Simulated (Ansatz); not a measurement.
The cell comes from COD entry 2102087, which wasn't checked; take it as a given geometry. The listed cell was then made from it by scaling, straining or moving an atom.

KTaO3: DFT, PBE, all-electron LAPW, scalar-relativistic (Ansatz 0.2.0). What sets it apart from a plain run of this crystal: volume scaled by 1.04.

Command: `ansatz run input.yaml --threads 2 --pin off --max-ram 6144MiB --backend cpu --events-out ev --progress --plain --runs-dir out` The run took 22 s on 2 threads of Intel(R) Xeon(R) Platinum 8488C (Sapphire Rapids) (shared host), peak memory 0.55 GiB.

```yaml
crystal:
  lattice:
    - [4.0407836503, 0.0, 0.0]
    - [0.0, 4.0407836503, 0.0]
    - [0.0, 0.0, 4.0407836503]
  atoms:
    - { symbol: K, position: [0.5, 0.5, 0.5] }
    - { symbol: Ta, position: [0.0, 0.0, 0.0] }
    - { symbol: O, position: [0.5, 0.0, 0.0] }
    - { symbol: O, position: [0.0, 0.5, 0.0] }
    - { symbol: O, position: [0.0, 0.0, 0.5] }
kpoints:
  mp_grid: { grid: [5, 5, 5] }
  band_path:
    path:
      - [0.0, 0.0, 0.0]
      - [0.0, 0.5, 0.0]
      - [0.5, 0.5, 0.0]
      - [0.0, 0.0, 0.0]
      - [0.5, 0.5, 0.5]
      - [0.0, 0.5, 0.0]
      - [0.5, 0.5, 0.5]
      - [0.5, 0.5, 0.0]
    npoints: 5
scf:
  occupations: { method: fermi_dirac, width: 0.01 }
hamiltonian:
  xc: pbe
  pseudopotentials: { kind: all_electron, lapw: { basis_error: 0.0005 } }
output:
  forces: true
  stress: true
  eigenvalues: true
```

Output (standing set-up lines are left out):

```
LAPW: plane waves up to 11.326 Å⁻¹, error target 5.0e-4 eV per atom; small_component_spin mean_spin; O in spheres of 0.863 Å, 8 of its electrons in bands, Dirac shells []; K in spheres of 1.157 Å, 17 of its electrons in bands, Dirac shells []; Ta in spheres of 1.157 Å, 45 of its electrons in bands, Dirac shells []
Crystal: 5 atoms, lattice volume = 65.978 Å³
Basis set: ecut = 488.74045007907733 eV, 1647 PW (Γ), exchange–correlation at level 2
iter 1 solved again at ethr=1.75e-2 eV; its pass at ethr=1.00e-1 eV (dr2=1.51e1 eV) is discarded
SCF iter   1: F=—  HF=-447111.087028 eV  |F-HF|=—  |Δ(HF+E_count)|=         —  Δρ=1.39e-1  dr2=1.51e1  ethr=1.75e-2  ⟨swp⟩=2.1  Hψ=3238  notcnv=0
preconditioner: auto → Resta (q_TF=auto, 2.852 Å⁻¹)  ε∞=3.2  [insulator: Δε(μ)=6.251 eV  Ē_g=22.060 eV  σ=0.010 eV  W_gap=1.00  n_scr=26 (ndim 8)  ℏωp=33.0 eV  f_vac=0.047  D(μ)=0.00/eV (n_scr^D=0)  ε∞_Penn≈3.2]
iter 2 solved again at ethr=3.87e-4 eV; its pass at ethr=1.75e-2 eV (dr2=3.33e-1 eV) is discarded
SCF iter   2: F=—  HF=-447105.417771 eV  |F-HF|=—  |Δ(HF+E_count)|=    5.67e0  Δρ=3.27e-2  dr2=3.33e-1  ethr=3.87e-4  ⟨swp⟩=2.5  Hψ=2678  notcnv=0
SCF iter   3: F=—  HF=-447104.821642 eV  |F-HF|=—  |Δ(HF+E_count)|=   5.96e-1  Δρ=2.90e-2  dr2=6.95e-1  ethr=3.87e-4  ⟨swp⟩=3.0  Hψ=1795  notcnv=0
SCF iter   4: F=—  HF=-447104.883915 eV  |F-HF|=—  |Δ(HF+E_count)|=         —  Δρ=9.29e-3  dr2=9.20e-2  ethr=3.87e-4  ⟨swp⟩=3.1  Hψ=1697  notcnv=0
the basis was enlarged: its passes take 578.1 KiB over the memory plan, 2 of 2 planned eigensolver slots
SCF iter   5: F=—  HF=-447104.754258 eV  |F-HF|=—  |Δ(HF+E_count)|=   1.30e-1  Δρ=8.35e-3  dr2=6.30e-2  ethr=1.07e-4  ⟨swp⟩=2.8  Hψ=1628  notcnv=0
SCF iter   6: F=—  HF=-447104.741740 eV  |F-HF|=—  |Δ(HF+E_count)|=   1.25e-2  Δρ=6.17e-3  dr2=3.53e-2  ethr=7.33e-5  ⟨swp⟩=3.1  Hψ=1603  notcnv=0
SCF iter   7: F=—  HF=-447104.732326 eV  |F-HF|=—  |Δ(HF+E_count)|=   9.41e-3  Δρ=2.37e-3  dr2=5.35e-3  ethr=4.10e-5  ⟨swp⟩=2.0  Hψ=1571  notcnv=0
SCF iter   8: F=—  HF=-447104.730858 eV  |F-HF|=—  |Δ(HF+E_count)|=   1.47e-3  Δρ=4.33e-4  dr2=1.78e-4  ethr=6.23e-6  ⟨swp⟩=2.0  Hψ=1630  notcnv=0
SCF iter   9: F=—  HF=-447104.730811 eV  |F-HF|=—  |Δ(HF+E_count)|=   4.72e-5  Δρ=4.17e-5  dr2=1.57e-6  ethr=2.07e-7  ⟨swp⟩=2.1  Hψ=1541  notcnv=0
SCF iter  10: F=-447104.730812 eV  HF=-447104.730812 eV  |F-HF|=4.29e-8  |Δ(HF+E_count)|=   4.51e-7  Δρ=7.54e-6  dr2=3.26e-8  ethr=1.82e-9  ⟨swp⟩=3.0  Hψ=1582  notcnv=0
SCF 1 converged in 10 iterations: F = -447104.730812 eV  dr2 = 3.26e-8
NSCF: frozen V_eff on 36 k-points
SCF converged after 10 iterations
Free energy (F): -447104.730812 eV
Harris-Foulkes:  -447104.730812 eV  (|F-HF|=4.29e-8)
Internal energy: -447104.730812 eV  (E = F + TS)
E sigma→0 (E₀):  -447104.730812 eV
Fermi energy:    11.197821 eV
--- Per-component energies (eV) ---
  E_band       = -10950.742301
  E_kinetic    = 496571.549611
  E_xc         = -10232.538636
  E_electrostatic = -933443.741787  (all electrons and nuclei)
  E_smearing   = -0.000000  (= −TS)
  E_closure    = 0.000000  (closes the sum)
  E_atoms      = -447065.671886  (free atoms, spherical and without spin; not in F)
  Σ components = -447104.730812   (vs F -447104.730812, Δ=0.00e0)
  Basis errors (estimates in eV, not in F): energy 2.2e-4 per atom: plane waves 2.0e-4 (1.1e-4 summed), levels above the bands 0.0e0, relativity 3.6e-8, radial functions 2.2e-5, core shells 7.5e-13; eigenvalues (radial functions only) 1.6e-5; not estimated: angular momenta, meshes, grids; target (lapw.basis_error) 5.0e-4; muffin-tin radii O 0.863 Å, K 1.157 Å, Ta 1.157 Å
--- Forces (eV/Å), atoms counted from 1 ---
  atom   1  K     -0.00000000     0.00000000     0.00000000
  atom   2  Ta     0.00000000    -0.00000000    -0.00000000
  atom   3  O      0.00000000     0.00000000     0.00000000
  atom   4  O     -0.00000000     0.00000000     0.00000000
  atom   5  O     -0.00000000     0.00000000     0.00000000
  max |Σ_I F_I| component: 5.13e-30 eV/Å
--- Stress (GPa, compression-positive) ---
       -2.112831      -0.000000       0.000000
       -0.000000      -2.112831       0.000000
        0.000000       0.000000      -2.112831
  P = ⅓ Tr σ = -2.1128 GPa (-21.128 kbar)
--- Band table (eV; the first three rows and the last of 10) ---
  k-point 0: bands = ["-524.3133", "-493.8284", "-493.8284", "-493.8284", "-384.8405", "-384.8405", "-384.8405", "-334.9551", "-261.6525", "-261.6525", "-261.6525", "-206.4139", "-206.4139", "-206.4139", "-206.3949", "-206.3949", "-57.4833", "-23.9725", "-23.9725", "-23.9725", "-17.1690", "-9.3063", "-9.3023", "-9.3023", "-9.3023", "-9.2953", "-9.2953", "-9.2953", "-7.2105", "-6.5274", "-6.5274", "-0.7081", "-0.7081", "-0.7081", "7.7619", "7.7619", "7.7619", "9.1850", "9.1850", "9.1850", "9.5561", "9.5561", "9.5561", "12.3145", "12.3145", "12.3145", "16.4985", "16.5594", "16.5594", "18.2507", "18.2507", "21.2464"]
  k-point 1: bands = ["-524.3133", "-493.8284", "-493.8284", "-493.8284", "-384.8405", "-384.8405", "-384.8405", "-334.9551", "-261.6525", "-261.6525", "-261.6525", "-206.4139", "-206.4139", "-206.4139", "-206.3949", "-206.3949", "-57.4832", "-23.9989", "-23.9715", "-23.9715", "-17.1614", "-9.3220", "-9.3063", "-9.3020", "-9.3020", "-9.2953", "-9.2946", "-9.2946", "-7.1227", "-6.5204", "-6.3079", "-0.6965", "-0.6965", "-0.6670", "6.8305", "7.7358", "7.7358", "8.6663", "8.6663", "8.7752", "9.0328", "9.4322", "9.4322", "12.3623", "13.3197", "13.3197", "16.5751", "17.0213", "17.9616", "18.6947", "18.8078", "20.9962"]
  k-point 2: bands = ["-524.3133", "-493.8284", "-493.8284", "-493.8284", "-384.8405", "-384.8405", "-384.8405", "-334.9551", "-261.6525", "-261.6525", "-261.6525", "-206.4139", "-206.4139", "-206.4139", "-206.3949", "-206.3949", "-57.4829", "-24.0412", "-23.9699", "-23.9699", "-17.1490", "-9.3470", "-9.3064", "-9.3015", "-9.3015", "-9.2955", "-9.2934", "-9.2934", "-7.0929", "-6.5090", "-5.7773", "-0.6777", "-0.6777", "-0.5995", "5.1759", "7.7233", "7.7233", "8.0082", "8.0082", "8.2076", "8.8037", "9.3576", "9.3576", "12.4424", "14.7373", "14.7373", "16.5939", "17.9702", "19.0158", "19.4690", "20.5812", "20.6154"]
  k-point 9: bands = ["-524.3133", "-493.8284", "-493.8284", "-493.8284", "-384.8405", "-384.8405", "-384.8405", "-334.9551", "-261.6525", "-261.6525", "-261.6525", "-206.4139", "-206.4139", "-206.4139", "-206.3949", "-206.3949", "-57.4821", "-24.0352", "-24.0351", "-24.0351", "-17.1257", "-9.3460", "-9.3452", "-9.3452", "-9.3066", "-9.2921", "-9.2921", "-9.2921", "-5.8472", "-5.7440", "-5.7440", "-0.8847", "-0.8847", "-0.8202", "5.0818", "5.2506", "5.2506", "6.4088", "6.5461", "6.5461", "9.9807", "9.9807", "10.0712", "15.9182", "15.9993", "15.9993", "19.3384", "19.3573", "19.3573", "21.2194", "21.7377", "21.7377"]
```
